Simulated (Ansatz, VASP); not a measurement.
## One calculation of LiCl, two programs

```
CELL_PARAMETERS angstrom
0.00000 2.52629 2.48782
2.52629 0.00000 2.48782
2.52629 2.52629 0.00000
ATOMIC_POSITIONS crystal
Li 0.00000 0.00000 0.00000
Cl 0.50000 0.50000 0.50000
```

Change from the starting cell: strain -0.015 along x and y, -0.030 along z, atoms carried along.

Alike in both runs: task single point; functional PBE; k mesh 8 × 8 × 8; occupations gaussian, width 0.05 eV; no spin polarisation.

|  | VASP | Ansatz |
| --- | --- | --- |
| version | VASP 6.6.1 | Ansatz 0.2.0 |
| potentials or method | VASP PAW PBE potentials, release 64 (Li_sv, Cl) | scalar-relativistic, plane waves, PAW |
| plane-wave cutoff (eV) | 520 | 420 |
| valence electrons in the cell | 10 | 10 |

|  | VASP | Ansatz | Ansatz less VASP |
| --- | --- | --- | --- |
| gap on the k mesh at the Fermi level (eV) | 6.69 | 6.68 | -0.013 |
| least direct gap on the mesh (eV) | 6.69 | 6.68 | -0.013 |

The functional is the same, so the differences come from potentials, cutoffs and numerics.

 A k mesh can miss the band edges.
